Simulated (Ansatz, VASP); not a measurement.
# One calculation of NiO, two programs

```xyz
2
Lattice="1.4899 0.8602 2.4329 -1.4899 0.8602 2.4329 0.0000 -1.7204 2.4329" Properties=species:S:1:pos:R:3 pbc="T T T"
Ni    1.4899    0.8602    2.4329
O     0.0000    0.0000    3.6494
```

Alike in both runs: functional PBE; k mesh 14 × 14 × 14; occupations gaussian, width 0.05 eV; no spin polarisation.

Ansatz relaxed the structure, and its values are those at the end. VASP's run is a single point on that final structure, the one shown.

|  | VASP | Ansatz |
| --- | --- | --- |
| version | VASP 6.6.1 | Ansatz 0.2.0 |
| potentials or method | VASP PAW PBE potentials, release 64 (Ni, O) | scalar-relativistic, plane waves, PAW |
| plane-wave cutoff (eV) | 520 | 420 |
| valence electrons in the cell | 16 | 24 |

|  | VASP | Ansatz | Ansatz less VASP |
| --- | --- | --- | --- |
| gap on the k mesh at the Fermi level (eV) | none | none | - |
| pressure (GPa) | -7.2 | -7.4 | -0.20 |

A gap of «none» marks a metal or a gap that the smearing closes. The two sets of potentials don't hold the same shells in valence. Ansatz warned: «near_symmetry_operations_not_taken».

Caveats: the run has no spin polarisation, though such a crystal can be magnetic; semilocal functionals often make such compounds metallic where correlation or magnetic order opens a gap, which also shifts bond lengths. Spin polarisation is off, so any magnetic state and its effect on volume and gap are missing.
